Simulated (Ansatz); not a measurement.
An Ansatz input:

```yaml
crystal:
  lattice:
    - [0.0, 3.363862813, 3.363862813]
    - [3.363862813, 0.0, 3.363862813]
    - [3.363862813, 3.363862813, 0.0]
  atoms:
    - { symbol: In, position: [0.125, 0.125, 0.125] }
    - { symbol: In, position: [0.875, 0.875, 0.875] }
hamiltonian:
  xc: hse06
  pseudopotentials:
    kind: paw
    azcp:
      In: "pseudopotentials/In.paw.azcp"
basis:
  ecutwfc: 420
  fft_grid_basis: typed
kpoints:
  mp_grid: { grid: [4, 4, 4], shift: [0, 0, 0] }
magnetization:
  spin_polarized: false
scf:
  occupations: { method: fermi_dirac, width: 0.1 }
```

Output

```
Engine: ansatz 0.2.0, aarch64-unknown-linux-gnu
Pseudopotentials: kind: paw
Pseudopotential: In, paw, valence charge 13, recommended cutoff 420 eV (normal) 
Functional definition: HSE06
  parameter a = 0.25
  parameter omega = 0.11/bohr
  exchange = pbe_x - a*pbe_x_sr(omega) + a*exact_x_sr(omega)
  correlation = pbe_c
Crystal: 2 atoms, lattice volume = 76.128 Å³
Basis set: ecut = 420 eV, 1459 PW (Γ)
Bands: 17, of which v1, the nominal top of the filled ones, is band 13 counted from 1 (12 counted from 0)
Symmetry: 48 space group operations
Space group: Fd-3m (ITA 227), of the structure as read, at distance tolerance 4.2e-5 Å
k-points: 8 of 64
Non-local potential: In, projectors of the file, l = 0: 2, l = 1: 2, l = 2: 2, l = 3: 2
PAW form: soft (Blöchl's): semilocal exchange-correlation on the pseudo side does not see the compensation charge
PAW frozen core: In, regenerated for the run's functional, and the local potential with it (the file was generated under x = pbe(κ = 0.804, μ = 0.2195149727645171), c = pbe(β = 0.06672455060314922))
PAW one-centre angular grid: In, 590 points (default); XC on 64 Gauss nodes
Initial density: superposition of atomic densities (neutral atoms: chi_scale 0, normalization atom), corrected by the library's trained network
Initial wavefunctions: pseudopotential atomic-orbital guess
Functional: x = pbe(κ = 0.804, μ = 0.2195149727645171), c = pbe(β = 0.06672455060314922), warm-up for x = pbe(κ = 0.804, μ = 0.2195149727645171) + 0.25 (exact − pbe) at short range (hse, ω = 0.20786987370883472 Å⁻¹), c = pbe(β = 0.06672455060314922); HSE06 as pw.x's `hse` composes it (authors' and Libxc's form: `xc: wpbeh`)
SCF iter   1: F=—  HF=-11195.184253 eV  |F-HF|=—  |Δ(HF+E_count)|=         —  Δρ=1.34e-3  dr2=1.82e-3  ethr=1.77e-3  ⟨swp⟩=8.1  Hψ=623  notcnv=0
SCF iter   2: F=—  HF=-11195.185175 eV  |F-HF|=—  |Δ(HF+E_count)|=   9.22e-4  Δρ=5.12e-4  dr2=3.74e-4  ethr=6.99e-6  ⟨swp⟩=3.9  Hψ=367  notcnv=0
iter 3 solved again at ethr=5.21e-8 eV; its pass at ethr=1.44e-6 eV (dr2=1.35e-5 eV) is discarded
SCF iter   3: F=—  HF=-11195.185515 eV  |F-HF|=—  |Δ(HF+E_count)|=   3.39e-4  Δρ=1.37e-4  dr2=1.56e-5  ethr=5.21e-8  ⟨swp⟩=4.1  Hψ=669  notcnv=0
SCF iter   4: F=—  HF=-11195.185527 eV  |F-HF|=—  |Δ(HF+E_count)|=   1.22e-5  Δρ=4.57e-5  dr2=9.69e-7  ethr=5.21e-8  ⟨swp⟩=3.5  Hψ=352  notcnv=0
SCF iter   5: F=—  HF=-11195.185530 eV  |F-HF|=—  |Δ(HF+E_count)|=   2.53e-6  Δρ=3.32e-6  dr2=1.44e-8  ethr=3.73e-9  ⟨swp⟩=4.5  Hψ=293  notcnv=0
SCF iter   6: F=-11195.185530 eV  HF=-11195.185530 eV  |F-HF|=2.73e-11  |Δ(HF+E_count)|=   4.34e-8  Δρ=8.34e-7  dr2=3.88e-10  ethr=5.53e-11  ⟨swp⟩=4.6  Hψ=429  notcnv=0
SCF 1 converged in 6 iterations: F = -11195.185530 eV  dr2 = 3.88e-10
Initial density: handed on by an earlier stage of this run
Initial wavefunctions: those handed on with the density
Functional: x = pbe(κ = 0.804, μ = 0.2195149727645171) + 0.25 (exact − pbe) at short range (hse, ω = 0.20786987370883472 Å⁻¹), c = pbe(β = 0.06672455060314922); HSE06 as pw.x's `hse` composes it (authors' and Libxc's form: `xc: wpbeh`)
Exchange kernel: α = 0.2500, screened, ω = 0.2079 Å⁻¹, Wigner–Seitz truncation, v(0) = 1042.1568 eV·Å³, q-mesh 4×4×4, nearest image of the exchange supercell L = 19.03 Å, pair-density grid 18×18×18, without the augmentation charges, whose exchange is taken in its separable form by FFT convolution over the k-point mesh (sized by the pseudopotential files, 27×27×27 at the most), smooth part of the exact exchange by density-matrix convolution
Frozen-core exchange: fock
iter 1 solved again at ethr=5.29e-5 eV; its pass at ethr=1.00e-1 eV (dr2=1.38e-2 eV) is discarded
SCF iter   1: F=—  HF=-11202.854703 eV  |F-HF|=—  |Δ(HF+E_count)|=         —  Δρ=5.05e-3  dr2=1.32e-2  ethr=5.29e-5  ⟨swp⟩=5.1  Hψ=771  notcnv=0
SCF iter   2: F=—  HF=-11202.850987 eV  |F-HF|=—  |Δ(HF+E_count)|=   3.72e-3  Δρ=1.08e-3  dr2=1.20e-3  ethr=4.61e-5  ⟨swp⟩=3.0  Hψ=323  notcnv=0
SCF iter   3: F=—  HF=-11202.855556 eV  |F-HF|=—  |Δ(HF+E_count)|=   4.57e-3  Δρ=9.74e-4  dr2=4.85e-4  ethr=2.79e-6  ⟨swp⟩=4.4  Hψ=398  notcnv=0
SCF iter   4: F=—  HF=-11202.855490 eV  |F-HF|=—  |Δ(HF+E_count)|=   6.62e-5  Δρ=2.26e-4  dr2=3.42e-5  ethr=1.79e-6  ⟨swp⟩=2.0  Hψ=244  notcnv=0
SCF iter   5: F=-11202.855554 eV  HF=-11202.855554 eV  |F-HF|=3.54e-7  |Δ(HF+E_count)|=   6.45e-5  Δρ=7.04e-5  dr2=2.76e-6  ethr=9.95e-8  ⟨swp⟩=4.2  Hψ=354  notcnv=0
SCF 2 stopped early in 5 iterations: F = -11202.855554 eV  dr2 = 2.76e-6
hybrid outer 1: dexx = +4.852e-3 eV, tail = 1.22e-5 eV
Exchange kernel: α = 0.2500, screened, ω = 0.2079 Å⁻¹, Wigner–Seitz truncation, v(0) = 1042.1568 eV·Å³, q-mesh 4×4×4, nearest image of the exchange supercell L = 19.03 Å, pair-density grid 18×18×18, without the augmentation charges, whose exchange is taken in its separable form by FFT convolution over the k-point mesh (sized by the pseudopotential files, 27×27×27 at the most), smooth part of the exact exchange by density-matrix convolution
Frozen-core exchange: fock
SCF iter   1: F=—  HF=-11202.855379 eV  |F-HF|=—  |Δ(HF+E_count)|=         —  Δρ=3.76e-5  dr2=8.78e-7  ethr=2.34e-7  ⟨swp⟩=5.8  Hψ=355  notcnv=0
iter 2 solved again at ethr=1.87e-10 eV; its pass at ethr=2.92e-9 eV (dr2=4.86e-8 eV) is discarded
SCF iter   2: F=-11202.855379 eV  HF=-11202.855379 eV  |F-HF|=1.69e-8  |Δ(HF+E_count)|=   1.53e-7  Δρ=9.76e-6  dr2=6.87e-8  ethr=1.87e-10  ⟨swp⟩=2.6  Hψ=689  notcnv=0
SCF 3 converged in 2 iterations: F = -11202.855379 eV  dr2 = 6.87e-8
hybrid outer 2: dexx = +1.211e-7 eV, tail = 1.50e-7 eV, Δε = 2.19e-3 eV (about 3.47e-4 eV left of the loop's levels)
hybrid SCF converged: 2 outer / 7 inner (+6 warm-up), last move |dexx| = 1.21e-7 eV, tail = 1.50e-7 eV
Stability not checked: this state was not tested for a lower state beside it, because the functional holds exact exchange (a hybrid, or Hartree-Fock), whose exchange loop this test does not read (fock_operator; see scf.lower_state_search)
Free energy (F): -11202.855379 eV
Frozen-core exchange: fock
Harris-Foulkes:  -11202.855379 eV  (|F-HF|=1.69e-8)
Internal energy: -11202.799367 eV  (E = F + TS)
E sigma→0 (E₀):  -11202.827373 eV
Entropy (-TS):   -0.056012 eV (-28.006 meV/atom)
Fermi energy:    5.553221 eV
--- Per-component energies (eV) ---
  E_band       = -210.833293
  E_kinetic    = 481.855146
  E_local      = -2870.567282  (includes V_loc(G=0)·N_el)
  E_nonlocal   = 731.726868
  E_hartree    = 1146.325060
  E_xc         = -341.468508
  E_vxc        = -157.843298  (∫ρ·V_xc dr)
  E_exx        = -63.759691  (= α·E_x^exact, valence–valence)
  E_paw        = -8339.431154  (= ΣΔE_a)
  E_vpaw       = -561.126074  (= ΣTr[D̂ρ^β])
  E_aug_tail   = 0.000053  (compensation charges beyond the density's cutoff)
  E_ewald      = -1948.502318
  E_core_change = 1.022457  (= ΣΔE_core)
  E_smearing   = -0.056012  (= −TS)
  E_closure    = -0.000000  (closes the sum)
  Σ components = -11202.855379   (vs F -11202.855379, Δ=-1.82e-12)
--- Band table (eV; the first three rows and the last of 8) ---
  k-point 0: bands = ["-11.2855", "-11.2855", "-11.2855", "-11.2214", "-11.2214", "-10.8213", "-10.8213", "-10.8213", "-10.7826", "-10.7826", "-3.4709", "7.8811", "7.9228", "7.9228", "7.9228"]
  k-point 1: bands = ["-11.3199", "-11.3199", "-11.2714", "-11.1665", "-11.1665", "-10.8646", "-10.8646", "-10.8438", "-10.7487", "-10.7487", "-2.8094", "3.6809", "7.0431", "7.0431", "8.1957"]
  k-point 2: bands = ["-11.3301", "-11.3301", "-11.2570", "-11.1435", "-11.1435", "-10.8781", "-10.8781", "-10.8667", "-10.7370", "-10.7370", "-1.5628", "1.0184", "6.5403", "6.5403", "7.8047"]
  k-point 7: bands = ["-11.3741", "-11.3741", "-11.1158", "-11.1158", "-11.0165", "-11.0165", "-10.9542", "-10.9542", "-10.6844", "-10.6844", "0.1148", "0.1148", "4.1555", "4.1555", "11.1533"]
  guard bands above this table: 2 of the run's 17 bands. The solve was not asked for them (output.publish_guard_bands: true or output.eigenvalues: true publishes all)
```

Command:

```sh
ansatz run input.yaml --threads 4 --pin off --max-ram 8192MiB --backend cpu --events-out ev --progress --plain --runs-dir out
```

On 4 threads of Arm Neoverse V1 (shared host) this took about 4 s of wall time and 12 s of CPU time, with 0.82 GiB at the peak.
